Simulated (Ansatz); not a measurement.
An Ansatz (a first-principles code) run: Li3N; plane-wave PAW DFT at the PBEsol level (Ansatz, 420 eV), no spin-orbit coupling.

Input:

Ansatz 0.2 input:
```yaml
crystal:
  lattice:
    - [3.6071455104, 0, 0]
    - [-1.8035727552, 3.1238796471, 0]
    - [0, 0, 3.8445672007]
  atoms:
    - { symbol: Li, position: [0, 0, 0.5] }
    - { symbol: Li, position: [0.3333333333, 0.6666666667, 0] }
    - { symbol: Li, position: [0.6666666667, 0.3333333333, 0] }
    - { symbol: N, position: [0, 0, 0] }
basis: { ecutwfc: 420, ecutrho_ratio: 4, xc_grid: 2, fft_grid_basis: typed }
kpoints: { mp_grid: { grid: [11, 11, 9] } }
hamiltonian:
  xc: pbesol
  dispersion: none
  pseudopotentials: { kind: paw }
scf: { occupations: { method: fermi_dirac, width: 0.05 }, convergence: { dr2_threshold: 0.0000000004 } }
output: { forces: true, stress: true }
```

Output (explanatory and most iteration lines left out):

```
Pseudopotential: Li, paw, valence charge 3
Pseudopotential: N, paw, valence charge 5
Crystal: 4 atoms, lattice volume = 43.322 Å³
Basis set: ecut = 420 eV, 841 PW (Γ), exchange–correlation on 50×50×54 points (8 copies of the dense FFT grid, shifted against one another)
Bands: 11, of which v1, the nominal top of the filled ones, is band 7 counted from 1 (6 counted from 0)
Symmetry: 24 space group operations
Space group: P6/mmm (ITA 191), of the structure as read, at distance tolerance 3.5e-5 Å
k-points: 80 of 1089
Functional: x = pbesol(κ = 0.804, μ = 0.12345679012345678), c = pbesol(β = 0.046)
SCF iter   1: F=—  HF=-989.102192 eV  |F-HF|=—  |Δ(HF+E_count)|=         —  Δρ=8.85e-3  dr2=4.27e-2  ethr=1.77e-3  ⟨swp⟩=4.3  Hψ=4592  notcnv=0
SCF iter   2: F=—  HF=-989.091004 eV  |F-HF|=—  |Δ(HF+E_count)|=   1.12e-2  Δρ=2.55e-3  dr2=3.38e-3  ethr=3.05e-4  ⟨swp⟩=2.0  Hψ=1778  notcnv=0
SCF 1 converged in 7 iterations: F = -989.090070 eV  dr2 = 4.91e-11
SCF converged after 7 iterations
Free energy (F): -989.090070 eV
Internal energy: -989.090070 eV  (E = F + TS)
E sigma→0 (E₀):  -989.090070 eV
Entropy (-TS):   -0.000000 eV (-0.000 meV/atom)
Fermi energy:    3.008633 eV
--- Forces (eV/Å), atoms counted from 1 ---
  atom   1  Li     0.00000000     0.00000000     0.00000000
  atom   2  Li     0.00000000     0.00000000     0.00000000
  atom   3  Li     0.00000000    -0.00000000     0.00000000
  atom   4  N      0.00000000     0.00000000     0.00000000
--- Stress (GPa, compression-positive) ---
       -0.004524       0.000000       0.000000
       -0.000000      -0.004524       0.000000
        0.000000       0.000000      -0.002199
  P = ⅓ Tr σ = -0.0037 GPa (-0.037 kbar)
```

Stability against distortions was not tested. The cell is Li3N (space group P6/mmm, No. 191).
